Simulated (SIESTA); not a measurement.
NaCl:

```
CELL_PARAMETERS angstrom
3.50219 0.00000 0.00000
0.00000 3.50219 0.00000
0.00000 0.00000 3.50219
ATOMIC_POSITIONS crystal
Cl 0.50000 0.50000 0.50000
Na 0.00000 0.00000 0.00000
```

Measurements of this composition are mostly on another form, of space group No. 225.

Base run:

```yaml
Program: SIESTA 5.4.2
Functional: vdW-DF-cx
Potentials_or_basis: PseudoDojo 0.4 standard (PBE files)
Basis: DZP (energy shift 0.003 Ry; two zetas on semicore shells)
Grid_cutoff: 800 Ry
Energy_shift: 0.003 Ry
k_mesh: 8 × 8 × 8
Occupations: fermi-dirac, width 0.05 eV
Spin: no spin polarisation
```

Its results: band gap on the k mesh 4.15 eV, indirect (least direct gap 4.64 eV); pressure -0.7 GPa.

Task: The run is repeated on the same cell with these changes: functional from vdW-DF-cx to BLYP. What comes out?

Result: Band gap on the k mesh 4.08 eV, indirect (least direct gap 4.56 eV); pressure 1.1 GPa.

Caveats: the potentials were made for another functional, which shifts forces and pressure; the basis of atomic orbitals isn't converged, which shifts pressures, moduli and gaps.
